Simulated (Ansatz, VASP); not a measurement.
# One calculation of KF (Carobbiite), two programs

The input INCAR:

```
SYSTEM = KF
  PREC = Accurate
  ENCUT = 600
  EDIFF = 1E-7
  ISMEAR = -1
  SIGMA = 0.05
  LREAL = .FALSE.
  LASPH = .TRUE.
  NELM = 60
  ALGO = Normal
  ISIF = 3
  LWAVE = .FALSE.
  LCHARG = .FALSE.
  GGA = PS
  IVDW = 12
  IBRION = 2
  NSW = 60
  EDIFFG = -0.01
```

KPOINTS

```
regular mesh
0
G
  9 9 9
  0 0 0
```

Contents of POSCAR:

```
KF
1.0
    0.0000000000      2.6718500000      2.6718500000
    2.6718500000      0.0000000000      2.6718500000
    2.6718500000      2.6718500000      0.0000000000
K F
1 1
Direct
    0.0000000000      0.0000000000      0.0000000000
    0.5000000000      0.5000000000      0.5000000000
```

input.yaml

```yaml
crystal:
  lattice:
    - [0.0, 2.67185, 2.67185]
    - [2.67185, 0.0, 2.67185]
    - [2.67185, 2.67185, 0.0]
  atoms:
    - { symbol: K, position: [0.0, 0.0, 0.0] }
    - { symbol: F, position: [0.5, 0.5, 0.5] }
hamiltonian:
  xc: pbesol
  pseudopotentials: { kind: paw }
  dispersion: d3bj
kpoints:
  mp_grid: { grid: [9, 9, 9] }
scf:
  occupations: { method: fermi_dirac, width: 0.05 }
output:
  forces: true
  stress: true
  eigenvalues: true
relax:
  f_tol: 0.01
  max_steps: 40
  cell: { stress_tol: 0.05 }
```

Alike in both runs: task relaxation of cell and atoms; functional PBEsol; dispersion D3(BJ); k mesh 9 × 9 × 9; occupations fermi-dirac, width 0.05 eV; no spin polarisation.

|  | VASP | Ansatz |
| --- | --- | --- |
| version | VASP 6.6.1 | Ansatz 0.2.0 |
| potentials or method | VASP PAW PBE potentials, release 64 (K_sv, F) | Ansatz PAW |
| plane-wave cutoff (eV) | 600 | 420 |
| valence electrons in the cell | 16 | 16 |

```tsv
	VASP	Ansatz	Ansatz less VASP
gap on the k mesh at the Fermi level, each at its own relaxed structure (eV)	6.35	6.38	+0.030
relaxed volume (Å³/atom)	17.92	17.88	-0.044
relaxed cell length with the largest relative difference (Å)	3.701	3.698	-0.0031
energy change over the relaxation (meV/atom)	-8	-8	-0.3
```

Caveats: the PAW data sets were made with another functional, which shifts forces and pressure a little (VASP); an odd mesh through Γ misses points on the zone boundary, where band edges often lie (VASP); odd divisions of the mesh miss points on the zone boundary, where band edges often lie, so the gap on the mesh can be too wide (Ansatz); the plane-wave basis is chosen anew once the cell has moved, so the energies of steps on either side of that aren't comparable (Ansatz); the pressure holds a Pulay correction of +0.4 GPa for the finite cutoff (Ansatz); the PAW data sets come from PBE, with cores solved anew for the run's functional, which leaves a small shift of forces and pressure (Ansatz). PBEsol gaps usually lie below the measured ones, often by a third to a half.
